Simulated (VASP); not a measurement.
Sn, 2 atoms in the cell. Symmetry: I4_1/amd, No. 141, tetragonal system. The conventional cell has a = 5.839 Å, b = 5.839 Å, c = 3.188 Å, α = 90.00°, β = 90.00°, γ = 90.00°. Around Sn (site symmetry -4m2) lie 6 Sn at 3.03 to 3.19 Å. 

- Program: VASP 6.6.1
- Task: relaxation of cell and atoms
- Functional: r2SCAN
- Potentials or basis: VASP PAW PBE potentials, release 64 (Sn_d)
- Cutoff: 600 eV
- k mesh: 12 × 12 × 12
- Occupations: gaussian, width 0.03 eV
- Spin: no spin polarisation
- Further INCAR settings: ALGO = Normal; EDIFF = 1e-06; IBRION = 2; EDIFFG = -0.01; NSW = 90; ISIF = 3

Potentials or basis: VASP PAW PBE potentials, release 64 (Sn_d).

Run with:

```console
$ cat potpaw_PBE.64/Sn_d/POTCAR > POTCAR
$ mpirun -np 1 vasp_std > vasp.out
```

Hardware: 1 thread of Intel(R) Xeon(R) Platinum 8488C (Sapphire Rapids) (shared host).

Task: How long does it take, and how much memory?

Result: Run time: 24 min on 1 thread of Intel(R) Xeon(R) Platinum 8488C (Sapphire Rapids) (shared host), peak memory 0.35 GiB. Counts: scf iterations 52, k points 163, ion steps 5.
